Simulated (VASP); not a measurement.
A run of VASP 6.6.1:

File POSCAR:

```
Se
1.0
    4.5102699436      0.0000000000      0.0000000000
   -2.2551349718      3.9060083491      0.0000000000
    0.0000000000      0.0000000000      4.9871742891
Se
3
Direct
    0.2170001892      0.0000000000      0.8333333333
    0.0000000000      0.2170001892      0.1666666667
    0.7829998108      0.7829998108      0.5000000000
```

File INCAR.step1:

```
ALGO = Normal ; EDIFF = 1E-4
ENCUT = 520 ; GGA = PE
ISMEAR = 0 ; LASPH = T
LCHARG = F ; LREAL = F
LWAVE = T ; NBANDS = 16
NELM = 100 ; PREC = Accurate
SIGMA = 0.05
```

The input INCAR.step2:

```
ALGO = Normal ; EDIFF = 1E-7
ENCUT = 520 ; ISIF = 2
ISMEAR = 0 ; ISTART = 1
LASPH = T ; LCHARG = F
LMIXTAU = T ; LREAL = F
LWAVE = F ; METAGGA = R2SCAN
NBANDS = 16 ; NELM = 100
PREC = Accurate ; SIGMA = 0.05
```

File KPOINTS:

```
k-points
0
Gamma
  6 6 6
```

Potentials or basis: VASP PAW PBE potentials, release 64 (Se).

Launch:

```sh
$ cat potpaw_PBE.64/Se/POTCAR > POTCAR
$ cp INCAR.step1 INCAR
$ mpirun -np 1 vasp_std > vasp.out
$ cp INCAR.step2 INCAR
$ mpirun -np 1 vasp_std > vasp.out
```

Hardware: 1 thread of Intel(R) Xeon(R) Platinum 8559C (Emerald Rapids), on a shared host.

Task: How long does it take, and how much memory?

Result: Run time: 110 s on 1 thread of Intel(R) Xeon(R) Platinum 8559C (Emerald Rapids), with other jobs on the host, peak memory 0.24 GiB. Counts: scf iterations 14, k points 34.
